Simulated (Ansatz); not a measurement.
## What a change of settings does to a run on BP

The cell is COD entry 9008835, as deposited and not checked against the literature; nothing was relaxed.

First run: DFT, LDA, PAW with Ansatz's default frozen-core files, scalar-relativistic (Ansatz 0.2.0).

Command: `ansatz run input.yaml --threads 1 --pin off --max-ram 2048MiB --backend cpu --events-out ev --progress --plain --runs-dir out` The run took 4.6 s on 1 thread of Intel(R) Xeon(R) Platinum 8259CL CPU @ 2.50GHz (Skylake/Cascade Lake), on a shared host, peak memory 0.38 GiB.

```yaml
crystal:
  lattice:
    - [0.0, 2.269, 2.269]
    - [2.269, 0.0, 2.269]
    - [2.269, 2.269, 0.0]
  atoms:
    - { symbol: B, position: [0.0, 0.0, 0.0] }
    - { symbol: P, position: [0.75, 0.75, 0.75] }
kpoints:
  mp_grid: { grid: [15, 15, 15] }
  band_path:
    path:
      - [0.0, 0.0, 0.0]
      - [-0.5, -0.5, 0.0]
      - [-0.375, -0.375, 0.25]
      - [-0.375, 0.0, 0.375]
      - [0.0, 0.0, 0.0]
      - [0.0, 0.0, 0.5]
      - [-0.5, -0.25, 0.25]
      - [-0.5, -0.5, 0.0]
    npoints: 5
scf:
  occupations: { method: fermi_dirac, width: 0.05 }
hamiltonian:
  xc: lda
  pseudopotentials: { kind: paw }
output:
  forces: true
  stress: true
  eigenvalues: true
  efg: { contact_densities: true }
  write_density: true
  write_potential: true
  elf: true
  volumetric_format: npy
```

Result: converged; pressure -5.23 GPa; gap on the k mesh 1.19 eV (the mesh can miss the band edges); 6 SCF iterations.

A second input differs as follows:

```diff
@@ -22,4 +22,6 @@
 scf:
   occupations: { method: fermi_dirac, width: 0.05 }
+  mixing: { algorithm: broyden, beta: 0.95, ndim: 1, preconditioner: none }
+  max_iter: 75
 hamiltonian:
   xc: lda
@@ -30,7 +32,3 @@
   eigenvalues: true
   efg: { contact_densities: true }
-  write_density: true
-  write_potential: true
-  elf: true
-  volumetric_format: npy
```

Question: Does the change harm the result?

Answer: Not here: the run converged; energy at zero smearing 0.0 meV/atom from the first run; pressure -5.23 GPa; gap on the k mesh 1.19 eV (the mesh can miss the band edges); 5 SCF iterations, so the odd setting did no harm in this case.
